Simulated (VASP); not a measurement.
# LiF in VASP: one cell, several levels of theory, part 2 of 2

VASP 6.6.1, plane waves, PAW.

### Step 3. Single point with r2SCAN

Input file INCAR:

```
ENCUT = 520.000000
SIGMA = 0.010000
EDIFF = 1.00e-07
ALGO = Normal
METAGGA = R2SCAN
PREC = Accurate
IBRION = -1
ISIF = 2
ISMEAR = 0
NBANDS = 12
NELM = 120
NSW = 0
LASPH = .TRUE.
LCHARG = .FALSE.
LWAVE = .FALSE.
LREAL = .FALSE.
```

Input file KPOINTS:

```
KPOINTS created by Atomic Simulation Environment
0
Gamma
10 10 10
0 0 0
```

Input file KPOINTS_OPT:

```
special points
6
Reciprocal
0.0000000000 0.0000000000 0.0000000000 1
0.5000000000 0.0000000000 0.5000000000 1
0.6250000000 0.2500000000 0.6250000000 1
0.3750000000 0.3750000000 0.7500000000 1
0.5000000000 0.5000000000 0.5000000000 1
0.5000000000 0.2500000000 0.7500000000 1
```

Input file POSCAR:

```
Li F
 1.0000000000000000
     0.0739833607000000    1.9890602287000001    1.9890602287000001
     1.9890602287000001    0.0739833607000000    1.9890602287000001
     1.9890602287000001    1.9890602287000001    0.0739833607000000
 Li  F
   1   1
Cartesian
  0.0000000000000000  0.0000000000000000  0.0000000000000000
  2.0260519090500000  2.0260519090500000  2.0260519090499995
```

Command:

```bash
mpirun -np 1 vasp_std
```

Standard output, without the iteration lines:

```text
POSCAR found type information on POSCAR LiF
 POSCAR found :  2 types and       2 ions
 -----------------------------------------------------------------------------
|                                                                             |
|                                                                             |
|     You enforced a specific xc type in the INCAR file but a different       |
|     I HOPE YOU KNOW WHAT YOU ARE DOING!                                     |
|                                                                             |
 -----------------------------------------------------------------------------

 LDA part: xc-table for (None), standard interpolation
 POSCAR, INCAR and KPOINTS ok, starting setup
 FFT: planning ... GRIDC
 FFT: planning ... GRID_SOFT
 FFT: planning ... GRID
 WAVECAR not read
 entering main loop
 Start KPOINTS_OPT (optional k-point list driver)
k-point batch [1-6\6]
```

OSZICAR:

```text
N       E                     dE             d eps       ncg     rms          rms(c)
DAV:   1     0.289186822809E+02    0.28919E+02   -0.57005E+03  2904   0.872E+02
DAV:   2    -0.139086963696E+02   -0.42827E+02   -0.41817E+02  3396   0.198E+02
DAV:   3    -0.149326769114E+02   -0.10240E+01   -0.10217E+01  3680   0.273E+01
DAV:   4    -0.149415983837E+02   -0.89215E-02   -0.89205E-02  3216   0.271E+00
DAV:   5    -0.149416903043E+02   -0.91921E-04   -0.91920E-04  3808   0.217E-01    0.390E+00
DAV:   6    -0.118770359747E+02    0.30647E+01   -0.65825E-01  2892   0.628E+00    0.154E+00
DAV:   7    -0.118724146436E+02    0.46213E-02   -0.50366E-01  3316   0.514E+00    0.121E+00
DAV:   8    -0.120139647915E+02   -0.14155E+00   -0.10865E+00  3056   0.720E+00    0.267E+00
DAV:   9    -0.118711551880E+02    0.14281E+00   -0.72489E-01  2984   0.563E+00    0.107E-01
DAV:  10    -0.118704133863E+02    0.74180E-03   -0.64764E-03  3300   0.828E-01    0.128E-01
DAV:  11    -0.118703243970E+02    0.88989E-04   -0.18816E-04  3256   0.123E-01    0.712E-02
DAV:  12    -0.118702169639E+02    0.10743E-03   -0.56308E-04  3108   0.164E-01    0.515E-03
DAV:  13    -0.118702154938E+02    0.14701E-05   -0.54925E-06  3848   0.217E-02    0.107E-03
DAV:  14    -0.118702150058E+02    0.48799E-06   -0.95868E-08  3416   0.287E-03    0.536E-04
DAV:  15    -0.118702149381E+02    0.67737E-07   -0.34849E-08  1704   0.135E-03
   1 F= -.11870215E+02 E0= -.11870215E+02  d E =-.107381E-93
       N       E                     dE             ncg
DAV:   1     0.718093945823E+03   -0.30683E+04      152
DAV:   2     0.448492784387E+03   -0.26960E+03      172
DAV:   3     0.441435964385E+03   -0.70568E+01      216
DAV:   4     0.441364124918E+03   -0.71839E-01      172
DAV:   5     0.441363535491E+03   -0.58943E-03      208
DAV:   6     0.441363527891E+03   -0.76007E-05      192
DAV:   7     0.441363527789E+03   -0.10134E-06      208
DAV:   8     0.441363527788E+03   -0.10912E-08      148
```

OUTCAR, selected sections:

```text
k-points           NKPTS =    116   k-points in BZ     NKDIM =    116   number of bands    NBANDS=     12

   NELECT =      10.0000    total number of electrons

   dimension x,y,z NGX =    24 NGY =   24 NGZ =   24
   dimension x,y,z NGXF=    48 NGYF=   48 NGZF=   48

  energy-cutoff  :      520.00
  volume of cell :       14.86
      direct lattice vectors                 reciprocal lattice vectors
     0.073983361  1.989060229  1.989060229    -0.265853039  0.256319212  0.256319212
     1.989060229  0.073983361  1.989060229     0.256319212 -0.265853039  0.256319212
     1.989060229  1.989060229  0.073983361     0.256319212  0.256319212 -0.265853039

 k-points in reciprocal lattice and weights: KPOINTS created by Atomic Simulation Env
   0.00000000  0.00000000  0.00000000       0.001
   0.10000000 -0.00000000 -0.00000000       0.006
   0.20000000 -0.00000000 -0.00000000       0.006
   0.30000000  0.00000000 -0.00000000       0.006
   0.40000000 -0.00000000 -0.00000000       0.006
   0.50000000  0.00000000  0.00000000       0.003
   0.10000000  0.10000000 -0.00000000       0.006
   0.20000000  0.10000000 -0.00000000       0.012
[... 108 more k-points ...]

 E-fermi :  -0.7524

 k-point     1 :       0.0000    0.0000    0.0000
  band No.  band energies     occupation
      1     -42.9460      2.00000
      2     -22.3924      2.00000
      3      -1.2644      2.00000
      4      -0.8956      2.00000
      5      -0.8956      2.00000
      6      10.1963      0.00000
      7      24.1629      0.00000
      8      25.6758      0.00000
      9      26.1228      0.00000
     10      26.1228      0.00000
     11      26.7214      0.00000
     12      26.7214      0.00000

 k-point     2 :       0.1000   -0.0000   -0.0000
  band No.  band energies     occupation
      1     -42.9374      2.00000
      2     -22.3461      2.00000
      3      -1.3438      2.00000
      4      -1.1577      2.00000
      5      -0.9319      2.00000
      6      10.4689      0.00000
      7      22.6844      0.00000
      8      23.9320      0.00000
      9      24.8171      0.00000
     10      26.0222      0.00000
     11      27.6110      0.00000
     12      27.6258      0.00000

 k-point     3 :       0.2000   -0.0000   -0.0000
  band No.  band energies     occupation
      1     -42.9149      2.00000
      2     -22.2205      2.00000
      3      -2.0296      2.00000
      4      -1.3051      2.00000
      5      -1.0249      2.00000
      6      11.0374      0.00000
      7      20.1395      0.00000
      8      22.3398      0.00000
      9      23.0565      0.00000
     10      27.1658      0.00000
     11      28.6599      0.00000
     12      29.0216      0.00000

 k-point     4 :       0.3000    0.0000   -0.0000
  band No.  band energies     occupation
      1     -42.8871      2.00000
      2     -22.0581      2.00000
      3      -2.8995      2.00000
      4      -1.3770      2.00000
      5      -1.1363      2.00000
      6      11.3784      0.00000
      7      18.7755      0.00000
      8      20.9194      0.00000
      9      21.5936      0.00000
     10      28.9634      0.00000
     11      30.1980      0.00000
     12      30.9410      0.00000

 k-point     5 :       0.4000   -0.0000   -0.0000
  band No.  band energies     occupation
      1     -42.8645      2.00000
      2     -21.9198      2.00000
      3      -3.5593      2.00000
      4      -1.4292      2.00000
      5      -1.2236      2.00000
      6      11.3209      0.00000
      7      18.5031      0.00000
      8      19.9744      0.00000
      9      20.6601      0.00000
     10      31.0522      0.00000
     11      31.8940      0.00000
     12      32.9869      0.00000

 k-point     6 :       0.5000    0.0000    0.0000
  band No.  band energies     occupation
      1     -42.8559      2.00000
      2     -21.8655      2.00000
      3      -3.8032      2.00000
      4      -1.4482      2.00000
      5      -1.2563      2.00000
      6      11.2245      0.00000
      7      18.5575      0.00000
      8      19.6396      0.00000
      9      20.3400      0.00000
     10      32.3060      0.00000
     11      32.9800      0.00000
     12      34.0276      0.00000

 k-point     7 :       0.1000    0.1000   -0.0000
  band No.  band energies     occupation
      1     -42.9352      2.00000
      2     -22.3340      2.00000
      3      -1.4207      2.00000
      4      -1.1351      2.00000
      5      -1.0038      2.00000
      6      10.5895      0.00000
      7      22.5335      0.00000
      8      23.9134      0.00000
      9      24.2674      0.00000
     10      24.6809      0.00000
     11      28.4576      0.00000
     12      29.5832      0.00000

 k-point     8 :       0.2000    0.1000   -0.0000
  band No.  band energies     occupation
      1     -42.9178      2.00000
      2     -22.2349      2.00000
      3      -1.8436      2.00000
      4      -1.4006      2.00000
      5      -1.0875      2.00000
      6      11.1474      0.00000
      7      20.5110      0.00000
      8      22.5067      0.00000
      9      23.1274      0.00000
     10      25.2741      0.00000
     11      29.5144      0.00000
     12      30.8497      0.00000

 k-point     9 :       0.3000    0.1000    0.0000
  band No.  band energies     occupation
      1     -42.8922      2.00000
      2     -22.0812      2.00000
      3      -2.6346      2.00000
      4      -1.5226      2.00000
      5      -1.2304      2.00000
      6      11.6931      0.00000
      7      18.7170      0.00000
      8      21.3782      0.00000
      9      21.8574      0.00000
     10      26.9792      0.00000
     11      30.6930      0.00000
     12      32.1003      0.00000

 k-point    10 :       0.4000    0.1000    0.0000
  band No.  band energies     occupation
      1     -42.8679      2.00000
      2     -21.9278      2.00000
      3      -3.3465      2.00000
      4      -1.5789      2.00000
      5      -1.3918      2.00000
      6      11.8239      0.00000
      7      18.0280      0.00000
      8      20.4466      0.00000
      9      21.0154      0.00000
     10      29.0471      0.00000
     11      32.2858      0.00000
     12      33.5163      0.00000

[... the tables of k-points 11 to 116 left out ...]

  Total        0.4901437      0.4901437      0.4901437     -0.2802761     -0.2802761     -0.2802761
  in kB       52.8422166     52.8422166     52.8422166    -30.2164640    -30.2164640    -30.2164640
  external PRESSURE =      52.8422166 kB  Pullay stress =       0.0000000 kB

 POSITION                                       TOTAL-FORCE (eV/Angst)
 -----------------------------------------------------------------------------------
      0.00000      0.00000      0.00000        -0.000000      0.000000      0.000000
      2.02605      2.02605      2.02605         0.000000     -0.000000     -0.000000
 -----------------------------------------------------------------------------------
    total drift:                                0.000000     -0.000000      0.000000

  FREE ENERGIE OF THE ION-ELECTRON SYSTEM (eV)
  ---------------------------------------------------
  free  energy   TOTEN  =       -11.8702149381 eV

  energy  without entropy=      -11.8702149381  energy(sigma->0) =      -11.87021494
```

Hardware: 1 MPI rank of Intel Xeon Platinum 8488C, shared host.

The levels at the points of KPOINTS_OPT are read from vasprun.xml.

Levels at the named points, in eV from the top of band v (v: the last filled band by count, c: the next):

```tsv
point	v−1	v	c	c+1
Γ	0.00	0.00	11.09	25.06
X	-1.47	-1.09	16.85	17.76
U	-1.96	-0.82	16.20	17.03
K	-1.96	-0.82	16.20	17.03
L	-0.22	-0.22	12.56	18.57
W	-2.46	-1.01	16.64	17.19
```

The r2SCAN gap is 11.09 eV, direct at Γ. The pressure is 5.28 GPa; the forces vanish within 0.01 eV/Å.

### Step 4. Summary

The summary covers parts 1 to 2.

| level | gap (eV) | pressure (GPa) | Ansatz: gap (eV) | Ansatz: pressure (GPa) |
| --- | --- | --- | --- | --- |
| PBE | 9.84 | 10.47 | 9.84 | 10.87 |
| r2SCAN | 11.09 | 5.28 | 10.85 | 5.98 |

What this shows: The gap spans 9.84 eV (PBE) to 11.09 eV (r2SCAN). At this one volume the pressure spans 5.3 GPa (r2SCAN) to 10.5 GPa (PBE): PBE wants the largest cell and r2SCAN the smallest. The two programs agree on the gap within 0.25 eV, far less than the spread between functionals. Datasets and cutoffs are each program's own.
